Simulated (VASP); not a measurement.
The system is W.

```
W
1.0
     0.00000    1.99582    1.99582
     1.99582    0.00000    1.99582
     1.99582    1.99582    0.00000
W
1
Direct
  0.00000 0.00000 0.00000
```

This isn't the form of W at room conditions, which is bcc.

| Item | Value |
| --- | --- |
| Program | VASP 6.6.1 |
| Task | relaxation of cell and atoms |
| Functional | PBE |
| Potentials or basis | VASP PAW PBE potentials, release 64 (W_sv) |
| Cutoff | 600 eV |
| k mesh | 18 × 18 × 18 |
| Occupations | gaussian, width 0.1 eV |
| Spin | no spin polarisation |

At the start: pressure 10.9 GPa; volume 15.90 Å³/atom.

Question: Where does the relaxation end?

Answer: Over 4 steps the energy falls by 19.2 meV/atom and the volume is 16.48 Å³/atom (+3.7 %); space group Fm-3m (No. 225, to 0.05 Å).

The path:
```
step  energy change (eV)  largest force (eV/Å)  pressure (GPa)  volume (Å³)
   1              0.0000                0.0000           10.94        15.90
   2              0.1680                0.0000          -26.36        18.53
   3             -0.0192                0.0000           -0.46        16.51
   4             -0.0192                0.0000           -0.02        16.48
```

Final structure:
```cif
data_structure
_symmetry_space_group_name_H-M 'P 1'
_symmetry_Int_Tables_number 1
_cell_length_a 2.8565
_cell_length_b 2.8565
_cell_length_c 2.8565
_cell_angle_alpha 60.000
_cell_angle_beta 60.000
_cell_angle_gamma 60.000
_cell_volume 16.48
loop_
_atom_site_label
_atom_site_type_symbol
_atom_site_fract_x
_atom_site_fract_y
_atom_site_fract_z
_atom_site_occupancy
W1 W 0.00000 0.00000 0.00000 1
```
